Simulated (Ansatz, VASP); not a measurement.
## Two plane-wave programs on Sb

The input POSCAR:

```
Sb
1.0
    3.4040068103      0.0000000000      0.0000000000
    0.0000000000      3.4040068103      0.0000000000
    0.0000000000      0.0000000000      3.4040068103
Sb
1
Direct
    0.0000000000      0.0000000000      0.0000000000
```

INCAR.step1

```
SYSTEM = Sb
  PREC = Accurate
  ENCUT = 520
  EDIFF = 1E-5
  ISMEAR = 0
  SIGMA = 0.02
  LREAL = .False.
  LASPH = .True.
  NELM = 150
  ALGO = Normal
  ISIF = 2
  LWAVE = .True.
  LCHARG = .False.
  ISPIN = 2
  MAGMOM = 0.5
  LORBIT = 11
  GGA = PE
  NBANDS = 12
```

INCAR.step2

```
SYSTEM = Sb
  PREC = Accurate
  ENCUT = 520
  EDIFF = 1E-7
  ISMEAR = 0
  SIGMA = 0.02
  LREAL = .False.
  LASPH = .True.
  NELM = 150
  ALGO = Normal
  ISIF = 2
  LWAVE = .False.
  LCHARG = .False.
  ISPIN = 2
  MAGMOM = 0.5
  LORBIT = 11
  METAGGA = R2SCAN
  LHFCALC = .True.
  AEXX = 0.25
  LMIXTAU = .True.
  PRECFOCK = Normal
  ISTART = 1
  NBANDS = 12
```

Contents of KPOINTS:

```
regular mesh
0
Gamma
  4 4 4
  0 0 0
```

File input.yaml:

```yaml
crystal:
  lattice:
    - [3.4040068103, 0.0, 0.0]
    - [0.0, 3.4040068103, 0.0]
    - [0.0, 0.0, 3.4040068103]
  atoms:
    - { symbol: Sb, position: [0.0, 0.0, 0.0], spin: 0.5 }
hamiltonian:
  xc: r2scan0
  pseudopotentials: { kind: nc, source: spms }
magnetization:
  spin_polarized: true
kpoints:
  mp_grid: { grid: [4, 4, 4] }
scf:
  occupations: { method: gaussian, width: 0.02 }
output:
  forces: true
  stress: true
  eigenvalues: true
  bader: false
  populations: true
```

Change from the starting cell: volume scaled by 1.25.

Alike in both runs: functional r2SCAN0; k mesh 4 × 4 × 4; occupations gaussian, width 0.02 eV; collinear spin.

|  | VASP | Ansatz |
| --- | --- | --- |
| version | VASP 6.6.1 | Ansatz 0.2.0 |
| potentials or method | VASP PAW PBE potentials, release 64 (Sb) | SPMS NC |
| plane-wave cutoff (eV) | 520 | 653 |
| valence electrons in the cell | 5 | 15 |
| task | single point | atomic charges |

Ansatz gave:

```
gap on the k mesh at the Fermi level (eV)                     : none
pressure (GPa)                                                : -10.6
net moment per atom (μB)                                      : 0.06
size of the moment on the site where the two differ most (μB) : 0.04
```

Question: Which values does VASP return?

Answer: gap on the k mesh at the Fermi level (eV): none; pressure (GPa): -10.8; net moment per atom (μB): 0.06; size of the moment on the site where the two differ most (μB): 0.03.

Site moments also hang on the region over which each program counts them. A gap of «none» marks a metal or a gap that the smearing closes. The two sets of potentials don't hold the same shells in valence.

Caveats: the k mesh is coarse (spacing up to 0.46 Å⁻¹), so the values aren't converged, least of all with exact exchange; the PAW data sets were made with another functional, which shifts forces and pressure a little (VASP); the meta-GGA runs on potentials made for a GGA (Ansatz); the pressure holds a Pulay correction of +0.4 GPa for the finite cutoff (Ansatz); the potentials were made for another functional, which shifts forces and pressure (Ansatz); the thresholds are loose for stress (Ansatz). The runs have no spin-orbit coupling, so splittings on Sb are missing.
